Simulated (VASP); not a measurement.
**VASP 6.6.1 run: Ge**

INCAR

```
LCHARG = .FALSE.
LREAL = Auto
ISMEAR = -1
METAGGA = MBJ
NELM = 89
ISIF = 2
PREC = Accurate
NSW = 0
SIGMA = 0.02
ENCUT = 520
NBANDS = 21
LWAVE = .FALSE.
IBRION = -1
EDIFF = 1E-7
LASPH = .TRUE.
```

KPOINTS

```
KPOINTS created by Atomic Simulation Environment
0
Gamma
8 8 8
0 0 0
```

POSCAR

```
Ge
 1.0000000000000000
     0.0000000000000000    2.7517673067000001    2.7517673067000001
     2.7517673067000001    0.0000000000000000    2.7517673067000001
     2.7517673067000001    2.7517673067000001    0.0000000000000000
 Ge
   2
Cartesian
  0.0000000000000000  0.0000000000000000  0.0000000000000000
  1.3758836533500001  1.3758836533500001  1.3758836533500001
```

The recommended PBE PAW datasets give the neutral cell 28 valence electrons.

Command

```
mpirun -np 1 vasp_std
```

**Question.** How does this run end, and what does it give?

**Answer.** It converged. Results: gap between bands v and c on the k mesh 0.89 eV; least direct gap on the k mesh 1.55 eV. Band v is the last that the valence electrons fill when counted band by band, and c is the next.

OSZICAR

```
N       E                     dE             d eps       ncg     rms          rms(c)
DAV:   1     0.411260328560E+03    0.41126E+03   -0.14036E+04  1387   0.369E+03
DAV:   2     0.245260911656E+03   -0.16600E+03   -0.16044E+03  1228   0.608E+02
DAV:   3     0.220297279848E+03   -0.24964E+02   -0.24760E+02  1403   0.138E+02
DAV:   4     0.219531028061E+03   -0.76625E+00   -0.76569E+00  1368   0.283E+01
DAV:   5     0.219516390562E+03   -0.14637E-01   -0.14637E-01  1388   0.412E+00    0.423E+00
DAV:   6     0.220120748797E+03    0.60436E+00   -0.40481E+00  1645   0.292E+01    0.194E+00
DAV:   7     0.219722022150E+03   -0.39873E+00   -0.45717E-01  1615   0.103E+01    0.129E+00
DAV:   8     0.219057696569E+03   -0.66433E+00   -0.35719E-01  1625   0.744E+00    0.440E-01
DAV:   9     0.219142572033E+03    0.84875E-01   -0.81752E-02  1622   0.406E+00    0.330E-01
DAV:  10     0.219300329209E+03    0.15776E+00   -0.64347E-03  1577   0.126E+00    0.123E-01
...
DAV:  27     0.219608098476E+03    0.12281E-04   -0.12870E-09   649   0.473E-04    0.225E-05
DAV:  28     0.219608109716E+03    0.11240E-04   -0.42520E-10   669   0.268E-04    0.113E-05
DAV:  29     0.219608116746E+03    0.70295E-05   -0.16367E-10   669   0.170E-04    0.769E-06
DAV:  30     0.219608120827E+03    0.40815E-05   -0.70801E-11   659   0.104E-04    0.526E-06
DAV:  31     0.219608124219E+03    0.33918E-05   -0.31766E-11   664   0.679E-05    0.306E-06
DAV:  32     0.219608127812E+03    0.35929E-05   -0.15716E-11   664   0.440E-05    0.337E-06
DAV:  33     0.219608129408E+03    0.15961E-05   -0.57606E-12   659   0.402E-05    0.206E-06
DAV:  34     0.219608128883E+03   -0.52524E-06   -0.17217E-12   659   0.166E-05    0.104E-06
DAV:  35     0.219608128959E+03    0.76050E-07    0.89557E-13   669   0.821E-06
   1 F= 0.21960813E+03 E0= 0.21960813E+03  d E =-.107775E-10
```

Standard output (part)

```
POSCAR found type information on POSCAR Ge
 POSCAR found :  1 types and       2 ions
|     You have a (more or less) 'small supercell' and for smaller cells       |
|     it is recommended to use the reciprocal-space projection scheme!        |
|     The real-space optimization is not efficient for small cells and it     |
|     is also less accurate ...                                               |
|     Therefore, set LREAL=.FALSE. in the INCAR file.                         |
 LDA part: xc-table for (None), standard interpolation
 POSCAR, INCAR and KPOINTS ok, starting setup
 WAVECAR not read
 entering main loop
```

The MBJ potential has no energy functional, so only its levels carry meaning.

For comparison, a separate PBE run of the intended cell, on usual settings and not on those above, gives a gap of 0.45 eV on its mesh and a pressure of 11.2 GPa.
